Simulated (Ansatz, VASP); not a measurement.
Two plane-wave programs on BP

The input INCAR:

```
SYSTEM = BP
PREC = Accurate ; ENCUT = 520
EDIFF = 1E-7 ; ISMEAR = 0
SIGMA = 0.1 ; LREAL = .False.
LASPH = .True. ; NELM = 60
ALGO = Normal ; ISIF = 2
LWAVE = .False. ; LCHARG = .True.
GGA = PE ; LELF = .True.
LVHAR = .True. ; NBANDS = 36
```

File KPOINTS:

```
Automatic mesh
0
Gamma
  4 4 4
  0 0 0
```

POSCAR

```
BP
1.0
    5.3725973200      0.0000000000      0.0000000000
    0.0000000000      5.3725973200      0.0000000000
    0.0000000000      0.0000000000      5.3725973200
B P
6 6
Direct
    0.7500000000      0.5000000000      0.0000000000
    0.5000000000      0.0000000000      0.7500000000
    0.0000000000      0.7500000000      0.5000000000
    0.0000000000      0.2500000000      0.5000000000
    0.2500000000      0.5000000000      0.0000000000
    0.5000000000      0.0000000000      0.2500000000
    0.5000000000      0.7500000000      0.0000000000
    0.7500000000      0.0000000000      0.5000000000
    0.0000000000      0.5000000000      0.7500000000
    0.2500000000      0.0000000000      0.5000000000
    0.0000000000      0.5000000000      0.2500000000
    0.5000000000      0.2500000000      0.0000000000
```

Input for Ansatz:

```yaml
crystal:
  lattice:
    - [5.37259732, 0.0, 0.0]
    - [0.0, 5.37259732, 0.0]
    - [0.0, 0.0, 5.37259732]
  atoms:
    - { symbol: B, position: [0.75, 0.5, 0.0] }
    - { symbol: B, position: [0.5, 0.0, 0.75] }
    - { symbol: B, position: [0.0, 0.75, 0.5] }
    - { symbol: B, position: [0.0, 0.25, 0.5] }
    - { symbol: B, position: [0.25, 0.5, 0.0] }
    - { symbol: B, position: [0.5, 0.0, 0.25] }
    - { symbol: P, position: [0.5, 0.75, 0.0] }
    - { symbol: P, position: [0.75, 0.0, 0.5] }
    - { symbol: P, position: [0.0, 0.5, 0.75] }
    - { symbol: P, position: [0.25, 0.0, 0.5] }
    - { symbol: P, position: [0.0, 0.5, 0.25] }
    - { symbol: P, position: [0.5, 0.25, 0.0] }
basis:
  ecutwfc: 420
kpoints:
  mp_grid: { grid: [4, 4, 4] }
hamiltonian:
  xc: pbe
scf:
  occupations: { method: gaussian, width: 0.1 }
  lower_state_search: "off"
output:
  forces: true
  stress: true
  eigenvalues: true
```

Alike in both runs: task single point; functional PBE; k mesh 4 × 4 × 4; occupations gaussian, width 0.1 eV; no spin polarisation.

```csv
,VASP,Ansatz
version,VASP 6.6.1,Ansatz 0.2.0
potentials or method,"VASP PAW PBE potentials, release 64 (B, P)","scalar-relativistic, plane waves, PAW"
plane-wave cutoff (eV),520,420
valence electrons in the cell,48,48
```

```csv
,VASP,Ansatz,Ansatz less VASP
gap on the k mesh at the Fermi level (eV),0.45,0.46,+0.008
least direct gap on the mesh (eV),0.92,0.93,+0.007
pressure (GPa),18.3,18.6,+0.29
```

The functional is the same, so the differences come from potentials, cutoffs and numerics.

Caveats: so large a pressure means that the cell lies far from this level's equilibrium, or that cutoff or potentials fall short (VASP).
